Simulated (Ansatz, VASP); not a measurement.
# Two plane-wave programs on AlN

```
CELL_PARAMETERS angstrom
0.00000 2.18399 2.18399
2.18399 0.00000 2.18399
2.18399 2.18399 0.00000
ATOMIC_POSITIONS crystal
Al 0.02974 0.02974 0.02974
N 0.75000 0.75000 0.75000
```

Change from the starting cell: all Al atoms moved -0.225 Å, as atom 1 towards its neighbour atom 2 (N) at 1.891 Å.

Alike in both runs: task single point; functional PBE; k mesh 10 × 10 × 10; occupations gaussian, width 0.05 eV; no spin polarisation.

```csv
,VASP,Ansatz
version,VASP 6.6.1,Ansatz 0.2.0
potentials or method,"VASP PAW PBE potentials, release 64 (Al, N)","scalar-relativistic, plane waves, PAW"
plane-wave cutoff (eV),520,420
valence electrons in the cell,8,8
```

Ansatz gave:

```
gap on the k mesh at the Fermi level (eV)       : 2.68
least direct gap on the mesh (eV)               : 3.43
pressure (GPa)                                  : 9.1
largest component of the traceless stress (GPa) : 5.55
rms of the force components (eV/Å)              : 1.071
```

Question: Which values does VASP return?

Answer: gap on the k mesh at the Fermi level (eV): 2.67; least direct gap on the mesh (eV): 3.44; pressure (GPa): 8.9; largest component of the traceless stress (GPa): 5.55; rms of the force components (eV/Å): 1.072.

Atom by atom the forces differ by 0.001 eV/Å (rms over components).

Caveats: forces of over 1 eV/Å show positions far from the minimum, so gaps and moduli don't describe the material at rest. A k mesh can miss the band edges.
